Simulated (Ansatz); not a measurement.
FePt (Tetraferroplatinum):

```
Pt Fe
1.0
     2.72350    0.00000    0.00000
     0.00000    2.72350    0.00000
     0.00000    0.00000    3.72000
Pt Fe
1 1
Direct
  0.50000 0.50000 0.50000
  0.00000 0.00000 0.00000
```

- Program: Ansatz 0.2.0
- Task: relaxation of cell and atoms
- Functional: BLYP
- Potentials or basis: all-electron LAPW, scalar-relativistic
- Basis error allowed: 0.001 eV/atom
- k mesh: 10 × 10 × 7
- Occupations: fermi-dirac, width 0.05 eV
- Spin: collinear spin, ferromagnetic start
- Starting moments: [0.0, 3.0] μB

At the start: volume 13.80 Å³/atom.

How do energy, volume and symmetry change on relaxing?

Over 5 steps the energy falls by 40.1 meV/atom and the volume is 14.78 Å³/atom (+7.1 %); space group P4/mmm (No. 123, to 0.05 Å); moment 3.33 μB per cell.

Step by step:
```csv
step,energy change (eV),largest force (eV/Å),volume (Å³)
1,0.0000,0.0000,27.59
2,-0.0697,0.0000,30.35
3,-0.0799,0.0000,29.67
4,-0.0802,0.0000,29.56
5,-0.0802,0.0000,29.56
```

Final structure:
```
Pt Fe
1.0
     2.78758    0.00000    0.00000
     0.00000    2.78758    0.00000
     0.00000    0.00000    3.80430
Pt Fe
1 1
Cartesian
  1.3938 1.3938 1.9022
  0.0000 0.0000 0.0000
```
